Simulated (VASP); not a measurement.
Write the native input for VASP 6.6.1 that does the following.

```
Task                   : relaxation of the atoms
Functional             : PBE
Potentials or basis    : VASP PAW PBE potentials, release 64 (Zn, S)
Cutoff                 : 300 eV
k mesh                 : 5 × 5 × 5
Occupations            : gaussian, width 0.03 eV
Spin                   : no spin polarisation
Further INCAR settings : ALGO = Fast; EDIFF = 1e-07; IBRION = 2; EDIFFG = -0.01; NSW = 40
```

The structure of ZnS lies in POSCAR:

```
ZnS                                     
1.0
   -0.0000000000      2.7755352853      2.7755352853
    2.7755352853     -0.0000000000      2.7755352853
    2.7755352853      2.7755352853     -0.0000000000
  Zn              S             
     1     1
Direct
     0.2500000000000000    0.2500000000000000    0.2500000000000000
     0.0000000000000000    1.0000000000000000    1.0000000000000000
```

The cell isn't the ideal one: a relaxed cell with its volume scaled by 1.06.

The input as run:

INCAR

```
SYSTEM = ZnS
PREC     = Accurate       ! precision mode
ENCUT    = 300            ! plane-wave cutoff, eV
EDIFF    = 1E-7           ! SCF threshold, eV
ISMEAR   = 0              ! smearing method
SIGMA    = 0.03           ! smearing width, eV
LREAL    = .FALSE.        ! projectors in reciprocal space
LASPH    = .TRUE.         ! aspherical terms in the spheres
NELM     = 80             ! most SCF steps
ALGO     = Fast           ! electronic algorithm
ISIF     = 2              ! what is computed and relaxed
LWAVE    = .FALSE.        ! write WAVECAR
LCHARG   = .FALSE.        ! write CHGCAR
GGA      = PE             ! functional
IBRION   = 2              ! ionic algorithm
NSW      = 40             ! ionic steps
EDIFFG   = -0.01          ! ionic threshold
```

KPOINTS

```
Automatic mesh
0
G
  5 5 5
  0 0 0
```

Potentials or basis: VASP PAW PBE potentials, release 64 (Zn, S).

Launch:

```bash
$ cat potpaw_PBE.64/Zn/POTCAR potpaw_PBE.64/S/POTCAR > POTCAR
$ mpirun -np 1 vasp_std > vasp.out
```

Results of the run:

| Quantity | Value |
| --- | --- |
| Band gap on the k mesh | 1.76 eV, direct |

Caveat: the relaxation stopped at its first step, so nothing moved.

Wall time 6.6 s on 1 thread of Intel(R) Xeon(R) Platinum 8488C (Sapphire Rapids), on a shared host, peak memory 0.13 GiB.
